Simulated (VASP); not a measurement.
# AlN: lattice, stiffness and zone-centre modes, part 2 of 2

What lattice, stiffness and vibrations does AlN have at one level of theory? The starting structure is a measured crystal structure from the Crystallography Open Database. All runs use LDA.

VASP 6.6.1.

So far. Step 3 (Elastic constants): The elastic tensor has C11 = 399.3, C12 = 145.5, C44 = 116.1 GPa, among others; its Hill averages are a bulk modulus of 212.5 and a shear modulus of 124.7 GPa. Step 4 (Modes of the relaxed cell): The zone-centre modes at 10.240 Å³ an atom are B1 (2) 731.8, E1 681.7, E2 (2) 670.8, A1 623.7, B1 (1) 553.6, E2 (1) 239.2 cm⁻¹.

### Step 5. Modes at 0.97 of that volume

Level of this step: LDA; plane waves and PAW (Al, N) (VASP).

Shape and positions were first relaxed at this volume, in a run that isn't shown.

Contents of INCAR:

```
SYSTEM = AlN
PREC = Accurate
ENCUT = 560
EDIFF = 1E-08
NELM = 100
ISMEAR = 0
SIGMA = 0.03
LREAL = .FALSE.
ALGO = Normal
GGA = CA
NBANDS = 14
LORBIT = 11
LWAVE = .FALSE.
LCHARG = .FALSE.
KPAR = 8
IBRION = 8
LEPSILON = .TRUE.
LPEAD = .TRUE.
ISIF = 2
```

Contents of POSCAR:

```
AlN
1.0
    3.0627410030      0.0000000000      0.0000000000
   -1.5313705014      2.6524115138      0.0000000000
    0.0000000000      0.0000000000      4.8906198139
Al N
2 2
Direct
    0.6666666667      0.3333333333      0.4996829479
    0.3333333333      0.6666666667      0.9996829479
    0.6666666667      0.3333333333      0.8823170521
    0.3333333333      0.6666666667      0.3823170521
```

Contents of KPOINTS:

```
Automatic mesh
0
Gamma
12 12 8
0 0 0
```

The projector-augmented-wave data sets are Al and N (LDA family, release 64).

The run is started by

```sh
$ mpirun -np 8 vasp_std
```

Output:

```text
[... set-up lines as in an earlier step ...]
 entering main loop
       N       E                     dE             d eps       ncg     rms          rms(c)
DAV:   1     0.460384581429E+02    0.46038E+02   -0.79094E+03  2660   0.109E+03
DAV:   2    -0.344754444093E+02   -0.80514E+02   -0.74402E+02  3724   0.202E+02
DAV:   3    -0.380680185018E+02   -0.35926E+01   -0.35795E+01  3536   0.444E+01
DAV:   4    -0.380886212715E+02   -0.20603E-01   -0.20600E-01  2978   0.409E+00
[...]
DAV:  13    -0.328146743293E+02    0.15262E-06   -0.86336E-07  3542   0.705E-03    0.608E-04
DAV:  14    -0.328146743482E+02   -0.18876E-07   -0.18997E-08  2942   0.111E-03    0.124E-03
DAV:  15    -0.328146743471E+02    0.10533E-08   -0.61293E-09  2236   0.614E-04
   1 F= -.32814674E+02 E0= -.32814674E+02  d E =-.224826E-17
 Linear response reoptimize wavefunctions to high precision
DAV:   1    -0.328146743466E+02    0.55786E-09   -0.10094E-09  2368   0.243E-04
DAV:   2    -0.328146743466E+02    0.11369E-10   -0.66591E-11  1966   0.674E-05
 Linear response to external field (no local field effect), progress :
[...]
RMM:   9    -0.236697589563E+00    0.79988E-08    0.19947E-08 31380   0.499E-05    0.287E-06
 first order change of Fermi-energy  -0.67956E+00
 force on displaced ion       3 direction 1 : -18.031   0.000  -0.000
 Born effective charge ion    3 direction 1 :  -2.505  -0.000  -0.000
 Linear response progress:
  Degree of freedom:   4/  4
       N       E                     dE             d eps       ncg     rms          rms(c)
RMM:   1    -0.251964138668E+00   -0.25196E+00    0.21172E-01  7142   0.324E+00
RMM:   2    -0.250174492307E+00    0.17896E-02   -0.31792E-03  5914   0.423E-01    0.196E-01
RMM:   3    -0.250256545839E+00   -0.82054E-04   -0.21839E-03  5909   0.254E-01    0.887E-02
RMM:   4    -0.251520319571E+00   -0.12638E-02   -0.10028E-03  6263   0.162E-01    0.231E-02
[...]
RMM:   9    -0.251759995806E+00    0.37692E-06    0.32128E-08  6844   0.150E-04    0.201E-05
RMM:  10    -0.251760149556E+00   -0.15375E-06    0.59029E-09  7016   0.495E-05    0.111E-05
RMM:  11    -0.251760143163E+00    0.63931E-08    0.99565E-08  6939   0.320E-05    0.204E-06
 first order change of Fermi-energy   0.22316E+00
 force on displaced ion       3 direction 3 :  -0.000  -0.000 -21.893
 Born effective charge ion    3 direction 3 :   0.000  -0.000  -2.672
 Born effective charges drift removed
 Linear response finished
```

It took 5.3 min on 8 MPI ranks of AMD EPYC 7R43, shared host; peak memory 7 GiB.

Parts of OUTCAR (step 5):

```text
  Total        1.6975116      1.6975116      1.6979736      0.0000000      0.0000000     -0.0000000
  in kB       68.4554834     68.4554834     68.4741144      0.0000000      0.0000000     -0.0000000
  external PRESSURE =      68.4616937 kB  Pullay stress =       0.0000000 kB

 POSITION                                       TOTAL-FORCE (eV/Angst)
 -----------------------------------------------------------------------------------
      1.53137      0.88414      2.44376         0.000000      0.000000      0.000101
     -0.00000      1.76827      4.88907         0.000000      0.000000      0.000101
      1.53137      0.88414      4.31508         0.000000      0.000000     -0.000101
     -0.00000      1.76827      1.86977        -0.000000      0.000000     -0.000101
 -----------------------------------------------------------------------------------
    total drift:                               -0.000000     -0.000000      0.000107

 MACROSCOPIC STATIC DIELECTRIC TENSOR (including local field effects in DFT)
 ------------------------------------------------------
           4.348810     0.000000     0.000000
           0.000000     4.348810     0.000000
           0.000000     0.000000     4.575498
 ------------------------------------------------------

 MACROSCOPIC STATIC DIELECTRIC TENSOR IONIC CONTRIBUTION
 ------------------------------------------------------
           3.319010     0.000000    -0.000000
           0.000000     3.319010    -0.000000
          -0.000000    -0.000000     4.542432
 ------------------------------------------------------

[... 1 part as in an earlier step ...]

[... 1 further part left out ...]
```

The zone-centre modes at 9.932 Å³ an atom are B1 (2) 757.2, E1 712.7, E2 (2) 705.0, A1 649.9, B1 (1) 568.5, E2 (1) 238.9 cm⁻¹.

### Step 6. Modes at 1.03 of that volume

Shape and positions were first relaxed at this volume, in a run that isn't shown.

INCAR is that of step 5.

Contents of POSCAR:

```
AlN
1.0
    3.1201772942      0.0000000000      0.0000000000
   -1.5600886471      2.7021528012      0.0000000000
    0.0000000000      0.0000000000      5.0037015131
Al N
2 2
Direct
    0.6666666667      0.3333333333      0.5002950385
    0.3333333333      0.6666666667      0.0002950385
    0.6666666667      0.3333333333      0.8817049615
    0.3333333333      0.6666666667      0.3817049615
```

KPOINTS is that of step 5.

The run is started by

```sh
$ mpirun -np 8 vasp_std
```

Output:

```text
[... set-up lines as in an earlier step ...]
 entering main loop
       N       E                     dE             d eps       ncg     rms          rms(c)
DAV:   1     0.454929290183E+02    0.45493E+02   -0.77537E+03  2660   0.108E+03
DAV:   2    -0.340453094886E+02   -0.79538E+02   -0.72803E+02  3652   0.198E+02
DAV:   3    -0.378002391425E+02   -0.37549E+01   -0.37395E+01  3578   0.449E+01
DAV:   4    -0.378234549962E+02   -0.23216E-01   -0.23213E-01  2924   0.428E+00
[...]
DAV:  12    -0.328189168234E+02    0.54596E-06   -0.24220E-06  3272   0.123E-02    0.450E-03
DAV:  13    -0.328189166366E+02    0.18684E-06   -0.10707E-06  3512   0.773E-03    0.131E-03
DAV:  14    -0.328189166360E+02    0.55445E-09   -0.19994E-08  2984   0.122E-03
   1 F= -.32818917E+02 E0= -.32818917E+02  d E =-.278336E-14
 Linear response reoptimize wavefunctions to high precision
DAV:   1    -0.328189166343E+02    0.16668E-08   -0.62852E-09  3518   0.625E-04
DAV:   2    -0.328189166343E+02    0.70486E-11   -0.46769E-11  1888   0.596E-05
 Linear response to external field (no local field effect), progress :
[...]
RMM:  11    -0.235054957062E+00    0.39872E-08   -0.54683E-09 26404   0.346E-05    0.382E-07
 first order change of Fermi-energy   0.77880E-01
 force on displaced ion       3 direction 1 : -15.120   0.000  -0.000
 Born effective charge ion    3 direction 1 :  -2.514  -0.000  -0.000
 Linear response progress:
  Degree of freedom:   4/  4
       N       E                     dE             d eps       ncg     rms          rms(c)
RMM:   1    -0.249610137911E+00   -0.24961E+00    0.20921E-01  7175   0.324E+00
RMM:   2    -0.247916894668E+00    0.16932E-02   -0.32533E-03  5855   0.417E-01    0.182E-01
RMM:   3    -0.248075179213E+00   -0.15828E-03   -0.19873E-03  5884   0.236E-01    0.827E-02
RMM:   4    -0.249249882611E+00   -0.11747E-02   -0.90900E-04  6258   0.151E-01    0.221E-02
[...]
RMM:  10    -0.249466058942E+00    0.11739E-06    0.11431E-08  6908   0.626E-05    0.965E-06
RMM:  11    -0.249466104606E+00   -0.45664E-07   -0.15362E-08  7019   0.389E-05    0.149E-06
RMM:  12    -0.249466096001E+00    0.86045E-08    0.27758E-09  6155   0.320E-05    0.747E-07
 first order change of Fermi-energy  -0.30729E+00
 force on displaced ion       3 direction 3 :   0.000   0.000 -18.993
 Born effective charge ion    3 direction 3 :   0.000   0.000  -2.673
 Born effective charges drift removed
 Linear response finished
```

Wall time 4.7 min (8 MPI ranks); peak memory 7.4 GiB.

From OUTCAR (step 6):

```text
  Total       -1.5443416     -1.5443416     -1.5445018      0.0000000      0.0000000     -0.0000000
  in kB      -58.6507261    -58.6507261    -58.6568077      0.0000000      0.0000000     -0.0000000
  external PRESSURE =     -58.6527533 kB  Pullay stress =       0.0000000 kB

 POSITION                                       TOTAL-FORCE (eV/Angst)
 -----------------------------------------------------------------------------------
      1.56009      0.90072      2.50333         0.000000     -0.000000      0.000019
     -0.00000      1.80144      0.00148        -0.000000      0.000000      0.000019
      1.56009      0.90072      4.41179         0.000000     -0.000000     -0.000019
     -0.00000      1.80144      1.90994        -0.000000      0.000000     -0.000019
 -----------------------------------------------------------------------------------
    total drift:                               -0.000000      0.000000      0.000589

 MACROSCOPIC STATIC DIELECTRIC TENSOR (including local field effects in DFT)
 ------------------------------------------------------
           4.455522     0.000000     0.000000
           0.000000     4.455522    -0.000000
           0.000000     0.000000     4.675033
 ------------------------------------------------------

 MACROSCOPIC STATIC DIELECTRIC TENSOR IONIC CONTRIBUTION
 ------------------------------------------------------
           3.757962    -0.000000     0.000000
          -0.000000     3.757962     0.000000
           0.000000     0.000000     5.044818
 ------------------------------------------------------

[... 1 part as in an earlier step ...]

[... 1 further part left out ...]
```

The zone-centre modes at 10.547 Å³ an atom are B1 (2) 708.7, E1 652.5, E2 (2) 638.6, A1 598.7, B1 (1) 538.0, E2 (1) 239.5 cm⁻¹.

### Step 7. Comparison

```
                         run  volume (Å³/atom)  B1 (2)     E1  E2 (2)     A1  B1 (1)  E2 (1)  core minutes
                  relaxation             10.24       -      -       -      -       -       -         0.773
           elastic constants             10.24       -      -       -      -       -       -          43.7
   modes of the relaxed cell             10.24   731.8  681.7   670.8  623.7   553.6   239.2          44.3
modes at 0.97 of that volume             9.932   757.2  712.7   705.0  649.9   568.5   238.9          42.7
modes at 1.03 of that volume            10.547   708.7  652.5   638.6  598.7   538.0   239.5          37.9
```

Modes are in cm⁻¹, degenerate ones as one, matched by symmetry and order. A number in brackets counts the listed modes of one symmetry from the lowest. The symmetry labels come from an automatic analysis and can be wrong where levels nearly coincide. Core minutes are wall time times ranks of the run shown, on a shared host.

### Step 8. What came out

```
relaxed volume                : 10.24 Å³/atom
bulk modulus from two volumes : 212 GPa
Hill shear modulus            : 125 GPa
mode B1 (2)                   : 731.8 cm⁻¹
mode E1                       : 681.7 cm⁻¹
mode E2 (2)                   : 670.8 cm⁻¹
mode A1                       : 623.7 cm⁻¹
mode B1 (1)                   : 553.6 cm⁻¹
mode E2 (1)                   : 239.2 cm⁻¹
Grüneisen parameter of B1 (2) : 1.10
Grüneisen parameter of E1     : 1.47
Grüneisen parameter of E2 (2) : 1.65
Grüneisen parameter of A1     : 1.37
Grüneisen parameter of B1 (1) : 0.92
Grüneisen parameter of E2 (1) : -0.05
```

In words: At the LDA level AlN relaxes to 10.24 Å³ an atom. The bulk modulus is 212.4 GPa from the pressures at two volumes and 212.5 GPa as the Hill average of the elastic tensor, so the two routes agree. The mode Grüneisen parameters, from the cells at 0.97 and 1.03 of the volume, run from -0.05 (E2 (1)) to 1.65 (E2 (2)). The dielectric constants and Born charges in the logs aren't compared here; at a small gap they can be far off, and in a run without a gap they mean nothing. The frequencies are harmonic, and the splitting of polar modes by their long-range field is left out. All values are for a static lattice. Further runs on this material are not shown.

[Lines on the potential files, build, host, timing and source positions are cut from VASP's logs without a mark.]

[Logs are printed without paths, hosts, clocks, repeated set-up lines and the standing remarks that a program may print on its own settings, such as how far it seeks lower states.]

[Hosts, paths, dates, database ids (printed as entryN), source tags and the programs' standing remarks are cut or masked in the printed files.]
